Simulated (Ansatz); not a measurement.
# TaAs: from a trial structure to a relaxed crystal

Method: DFT PBE, scalar-relativistic, plane waves, PAW (Ansatz).

TaAs was placed on the sites of a reported CoO cell (I4/mmm, No. 139), with Ta in place of Co, As in place of O, at a guessed volume.

Input of the last, converged step (default PAW datasets):

```yaml
crystal:
  lattice:
    - [-1.8675731547, 1.8675731547, 2.6097102434]
    - [1.8675731547, -1.8675731547, 2.6097102434]
    - [1.8675731547, 1.8675731547, -2.6097102434]
  atoms:
    - { symbol: Ta, position: [0.0, 0.0, 0.0] }
    - { symbol: As, position: [0.5, 0.5, 0.0] }
basis:
  ecutwfc: 420
kpoints:
  mp_grid: { grid: [20, 20, 20] }
hamiltonian:
  xc: pbe
scf:
  occupations: { method: gaussian, width: 0.1 }
output:
  forces: true
  stress: true
  eigenvalues: true
  write_density: true
  write_potential: true
  elf: true
  volumetric_format: npy
relax:
  adjacent_minimum: "off"
  f_tol: 0.01
  max_steps: 80
  cell: { stress_tol: 0.05 }
```

Launched as:

```bash
ansatz run input.yaml --threads 1 --pin off --max-ram 2560MiB --backend cpu --events-out ev --progress --plain --runs-dir out
```

Time: 2.5 min on 1 thread of Arm Neoverse V1 (shared host), peak memory 0.7 GiB.

The program printed at the end:

```
SCF converged after 5 iterations
Free energy (F): -14788.334353 eV
Harris-Foulkes:  -14788.334353 eV  (|F-HF|=3.64e-12)
Internal energy: -14788.326824 eV  (E = F + TS)
E sigma→0 (E₀):  -14788.330588 eV
Entropy (-TS):   -0.007529 eV (-3.764 meV/atom)
Fermi energy:    16.817686 eV
--- Per-component energies (eV) ---
  E_band       = -298.522013
  E_kinetic    = 471.199648
  E_local      = -2097.476755  (includes V_loc(G=0)·N_el)
  E_nonlocal   = -655.406173
  E_hartree    = 1075.034411
  E_xc         = -298.258788
  E_vxc        = -284.252986  (∫ρ·V_xc dr)
  E_paw        = -10232.876134  (= ΣΔE_a)
  E_vpaw       = 117.345291  (= ΣTr[D̂ρ^β])
  E_aug_tail   = 0.000144  (compensation charges beyond the density's cutoff)
  E_ewald      = -3050.543177
  E_smearing   = -0.007529  (= −TS)
  E_closure    =  0.000000  (closes the sum)
  Σ components = -14788.334353   (vs F -14788.334353, Δ=0.00e0)
--- Forces (eV/Å), atoms counted from 1 ---
  atom   1  Ta     0.00000000     0.00000000     0.00000000
  atom   2  As     0.00000000     0.00000000     0.00000000
  max |Σ_I F_I| component: 2.07e-30 eV/Å
--- Stress (GPa, compression-positive) ---
        0.000342       0.000000       0.000000
        0.000000       0.000342       0.000000
        0.000000       0.000000       0.003887
  P = ⅓ Tr σ = 0.0015 GPa (0.015 kbar)
--- Relaxed structure (4 steps of the walk, 4 accepted, 1 SCFs on fresh bases) ---
  F+E_penalty+E_count = -14788.33435286 eV   max|allowed force component| = 1.134e-30 eV/Å   (the final SCF, on the basis selected at the relaxed cell)
  cell:  # Å, volume = 36.5195 Å³
    - [-1.862022, 1.862022, 2.633266]
    - [1.862022, -1.862022, 2.633266]
    - [1.862022, 1.862022, -2.633266]
  atoms:
    - { symbol: Ta, position: [0.000000, 0.000000, 0.000000] }
    - { symbol: As, position: [0.5, 0.5, 0.000000] }
```

Absolute energies hang on the potentials; compare differences alone.

The result has space group Fm-3m (No. 225). Ta has 6 As at 2.63 Å; As has 6 Ta at 2.63 Å.

Against the elements it lies at 0.03 eV/atom. Energies over the elements count from the elements' standard structures at the same level, with no empirical corrections.

The k mesh leaves about 4 meV/atom of noise in metals. Spin–orbit coupling is left out.

Symmetry constrained the relaxation, so the result can be a saddle point.